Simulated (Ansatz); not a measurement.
The system is PbS (Galena).

```
CELL_PARAMETERS angstrom
0.00000 2.96575 2.96575
2.96575 0.00000 2.96575
2.96575 2.96575 0.00000
ATOMIC_POSITIONS crystal
Pb 0.00000 0.00000 0.00000
S 0.50000 0.50000 0.50000
```

Program: Ansatz 0.2.0. Alike in all runs: potentials or basis Ansatz PAW; no spin polarisation; cell as given; cutoff (eV) 420.

Problem. Order these runs on this cell by their pressure, lowest first.
A. level PBE; k mesh 8 × 8 × 8; smearing gaussian 0.014 eV; mesh quality not flagged
B. level BLYP; k mesh 8 × 8 × 8; smearing fermi-dirac 0.05 eV; points for each segment of the path 14; mesh quality not flagged
C. level PBEsol0; k mesh 4 × 4 × 4; smearing fermi-dirac 0.05 eV; points for each segment of the path 4; mesh quality coarse

Solution. C (-0.9 GPa), A (2.2 GPa), B (5.9 GPa).

Caveats: some runs use coarse meshes; the PAW data sets come from PBE, with cores solved anew for the run's functional, which leaves a small shift of forces and pressure (some runs); the thresholds are loose for stress (some runs).
